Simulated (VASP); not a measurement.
A run of VASP 6.6.1:

File INCAR:

```
SYSTEM = GaSb
PREC = Accurate ; ENCUT = 520
EDIFF = 1E-7 ; ISMEAR = 0
SIGMA = 0.1 ; LREAL = .False.
LASPH = .True. ; NELM = 100
ALGO = Normal ; ISIF = 2
LWAVE = .False. ; LCHARG = .False.
GGA = PS ; NBANDS = 16
```

The input KPOINTS:

```
regular mesh
0
Gamma
  6 6 6
  0 0 0
```

File POSCAR:

```
GaSb
1.0
    0.0000000000      3.0590000000      3.0590000000
    3.0590000000      0.0000000000      3.0590000000
    3.0590000000      3.0590000000      0.0000000000
Ga Sb
1 1
Direct
    0.0000000000      0.0000000000      0.0000000000
    0.2500000000      0.2500000000      0.2500000000
```

Potentials or basis: VASP PAW PBE potentials, release 64 (Ga_d, Sb).

The run is started by

```bash
$ cat potpaw_PBE.64/Ga_d/POTCAR potpaw_PBE.64/Sb/POTCAR > POTCAR
$ mpirun -np 1 vasp_std > vasp.out
```

Hardware: 1 thread of Intel(R) Xeon(R) 6975P-C (Granite Rapids) (shared host).

Question: How long does it take, and how much memory?

Answer: Run time: 5.7 s on 1 thread of Intel(R) Xeon(R) 6975P-C (Granite Rapids) (shared host), peak memory 0.18 GiB. Counts: scf iterations 13, k points 16.
